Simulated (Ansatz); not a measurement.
Reading a calculation: LiCl

**What was measured.** From a printed reference work, data compilation, for a bulk crystal of LiCl at 298.15 K: lattice constant a 5.13988 Å.

The results are compared with them further down.

The computed numbers are results of PBE, scalar-relativistic (no spin polarisation) in the plane-wave PAW code Ansatz at 420 eV, 12×12×12 k-mesh, Gaussian smearing of 0.05 eV; PAW files: Ansatz's generated set soft_2.

The chain of runs began from a cell as deposited in COD, expanded in volume. Of that entry: the entry's cell lengths or inner coordinates differ somewhat from later room-temperature determinations.

The relaxed structure (symmetry read at 0.01 Å). It takes space group Fm-3m (No. 225, cubic). The conventional cell has a = 5.150 Å, b = 5.150 Å, c = 5.150 Å, α = 90.00°, β = 90.00°, γ = 90.00°. Around Li (site symmetry m-3m) lie 6 Cl at 2.58 Å. Around Cl (site symmetry m-3m) lie 6 Li at 2.58 Å. (Neighbours are counted to 15 % beyond the shortest distance.)

Question: Should it be a metal or an insulator?

Answer: Formal charges Li⁺, Cl⁻ balance and leave closed shells on every ion, so a band insulator is expected, and the gap is 6.26 eV.

Question: What fixes the bond lengths?

Answer: Shannon's ionic radii give a check on the bond lengths: Li⁺ with 6 neighbours 0.76 Å + Cl⁻ 1.81 Å = 2.57 Å against a computed mean of 2.58 Å. Sums and bonds agree within 3 %, so ion sizes set the bond lengths.

Question: How ionic is it?

Answer: Bader charges against formal ones: Li +0.90 (+1), Cl −0.90 (−1). The cations give up 90 % of the formal charge; Bader charges stay under formal ones because the anions' density reaches into the cations' basins, though a share this high marks a strongly ionic bond.

Question: How stiff is it, in energy terms?

Answer: B0·V0 = 31.8 GPa × 17.08 Å³ = 3.39 eV/atom sets the scale: near the minimum ΔE ≈ ½ B0 V0 x², with x = V/V0 − 1, and a pressure of 0.3 GPa squeezes the volume by about 1 %. At the ends of the curve: x = −4.0 % predicts 2.7 meV/atom and the run gives 2.9; x = +4.0 % predicts 2.7 meV/atom and the run gives 2.5. Compression costs more and expansion less than the parabola says, since the crystal stiffens as it shrinks; B0′ measures that.

All results together:

* Volume: 17.08 Å³/atom
* Band gap: 6.26 eV
* Smallest direct gap: 6.26 eV
* Bader charges: Li 0.90; Cl -0.90 e
* Formation energy from the elements (0 K, uncorrected): -1.85 eV/atom
* Bulk modulus (Birch–Murnaghan): 32 GPa
* Pressure derivative B0′: 4.3

**Against experiment.** Measured lattice constant a of LiCl: 5.13988 Å (298.15 K; a printed reference work, data compilation). This calculation gives 5.150 Å (+0.2 %). The calculation is for a static lattice, without zero-point motion or thermal expansion.

Semilocal functionals underestimate band gaps, commonly by a third or more.
